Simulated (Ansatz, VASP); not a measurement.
# CaS (Oldhamite): VASP beside Ansatz

```
CELL_PARAMETERS angstrom
0.00000 2.85603 2.85603
2.85603 0.00000 2.85603
2.85603 2.85603 0.00000
ATOMIC_POSITIONS crystal
Ca 0.00000 0.00000 0.00000
S 0.50000 0.50000 0.50000
```

Alike in both runs: functional PBE; k mesh 8 × 8 × 8; no spin polarisation.

Ansatz relaxed the structure, and its values are those at the end. VASP's run is a single point on that final structure, the one shown.

|  | VASP | Ansatz |
| --- | --- | --- |
| version | VASP 6.6.1 | Ansatz 0.2.0 |
| potentials or method | VASP PAW PBE potentials, release 64 (Ca_sv, S) | scalar-relativistic, plane waves, PAW |
| plane-wave cutoff (eV) | 520 | 420 |
| occupations | gaussian, width 0.01 eV | fixed |
| valence electrons in the cell | 16 | 16 |

|  | VASP | Ansatz | Ansatz less VASP |
| --- | --- | --- | --- |
| gap on the k mesh at the Fermi level (eV) | 2.38 | 2.38 | +0.005 |
| least direct gap on the mesh (eV) | 3.18 | 3.18 | +0.005 |
| pressure (GPa) | 0.1 | 0.0 | -0.15 |

A k mesh can miss the band edges.
